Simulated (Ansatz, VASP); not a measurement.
BeS in VASP and in Ansatz

```xyz
2
Lattice="0.0000 2.4343 2.4343 2.4343 0.0000 2.4343 2.4343 2.4343 0.0000" Properties=species:S:1:pos:R:3 pbc="T T T"
Be    0.0000    0.0000    0.0000
S     1.2172    1.2172    1.2172
```

Alike in both runs: task single point; functional PBE0; k mesh 6 × 6 × 6; no spin polarisation.

```csv
,VASP,Ansatz
version,VASP 6.6.1,Ansatz 0.2.0
potentials or method,"VASP PAW PBE potentials, release 64 (Be, S)","plane waves, PAW"
plane-wave cutoff (eV),520,420
occupations,"gaussian, width 0.01 eV",fixed
valence electrons in the cell,8,8
```

|  | VASP | Ansatz | Ansatz less VASP |
| --- | --- | --- | --- |
| gap on the k mesh at the Fermi level (eV) | 4.79 | 4.80 | +0.008 |
| pressure (GPa) | -1.0 | -0.9 | +0.10 |

Ansatz warned: «stress_exchange_threshold_loose».

Caveats: the PAW data sets were made with another functional, which shifts forces and pressure a little (VASP). A k mesh can miss the band edges.
